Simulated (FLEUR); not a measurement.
The system is CdTe.

```
Te Cd
1.0
     0.00000    3.20500    3.20500
     3.20500    0.00000    3.20500
     3.20500    3.20500    0.00000
Te Cd
1 1
Cartesian
  4.8075 4.8075 4.8075
  0.0000 0.0000 0.0000
```

Base run:

```yaml
Program: FLEUR MaX-R8.1 (later development tree)
Functional: r2SCAN
Potentials_or_basis: all-electron
Basis: FLAPW
Kmax: 4.26 1/bohr
k_mesh: 7 × 7 × 7
Occupations: fermi-dirac, width 0.05 eV
Spin: no spin polarisation
```

Its results: band gap on the k mesh 1.39 eV, direct.

Q: The run is repeated on the same cell with these changes: functional from r2SCAN to RPBE. What comes out?

A: Band gap on the k mesh 1.24 eV, direct.

r2SCAN gives the wider gap, since meta-GGAs in the generalised Kohn-Sham scheme recover part of the derivative discontinuity.

Caveats: spin-orbit coupling is left out, which moves the levels of the heavy elements; the meta-GGA is that of a development version, with a GGA for the radial functions and cores and without core tails (some runs).

Not every run made on this cell is shown here.
